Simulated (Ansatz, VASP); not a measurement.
**Au: VASP beside Ansatz**

```
Au
1.0
     0.00000    3.01200    3.01200
     3.01200    0.00000    3.01200
     3.01200    3.01200    0.00000
Au
2
Direct
  0.12500 0.12500 0.12500
  0.87500 0.87500 0.87500
```

The cell was built by a generator and needn't be a form met in nature.

Alike in both runs: functional PBEsol; k mesh 10 × 10 × 10; occupations fermi-dirac, width 0.1 eV; no spin polarisation.

Ansatz relaxed the structure, and its values are those at the end. VASP's run is a single point on that final structure, the one shown.

|  | VASP | Ansatz |
| --- | --- | --- |
| version | VASP 6.6.1 | Ansatz 0.2.0 |
| potentials or method | VASP PAW PBE potentials, release 64 (Au) | plane waves (420 eV) with PAW, scalar-relativistic |
| plane-wave cutoff (eV) | 520 | 420 |
| valence electrons in the cell | 22 | 38 |

VASP gave:

| Quantity | Value |
| --- | --- |
| pressure (GPa) | -0.1 |

Task: Which values does Ansatz return?

Result: Pressure (GPa): 0.0.

With one functional, cell and mesh, what is left measures potentials, basis and numerics. The two sets of potentials don't hold the same shells in valence. Ansatz warned: «pseudo_functional_mismatch».

Caveats: the PAW data sets were made with another functional, which shifts forces and pressure a little (VASP). The runs have no spin-orbit coupling, so splittings on Au are missing.
